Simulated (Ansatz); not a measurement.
The system is BP.

```xyz
2
Lattice="0.0000 2.2690 2.2690 2.2690 0.0000 2.2690 2.2690 2.2690 0.0000" Properties=species:S:1:pos:R:3 pbc="T T T"
P     3.4035    3.4035    3.4035
B     0.0000    0.0000    0.0000
```

Base run:

| Quantity | Value |
| --- | --- |
| Program | Ansatz 0.2.0 |
| Functional | PBE |
| Potentials or basis | all-electron LAPW, scalar-relativistic |
| Cutoff | 281 eV (chosen from the basis error) |
| Basis error allowed | 0.001 eV/atom |
| k mesh | 10 × 10 × 10 |
| Occupations | fermi-dirac, width 0.05 eV |
| Spin | no spin polarisation |

Its results: band gap on the k mesh 1.25 eV, indirect (least direct gap 3.41 eV); pressure 1.1 GPa.

The run is repeated on the same cell with these changes: functional from PBE to revPBE. What comes out?

Band gap on the k mesh 1.26 eV, indirect (least direct gap 3.41 eV); pressure 3.2 GPa.

revPBE binds less tightly than PBE, so the same cell stands under more pressure.
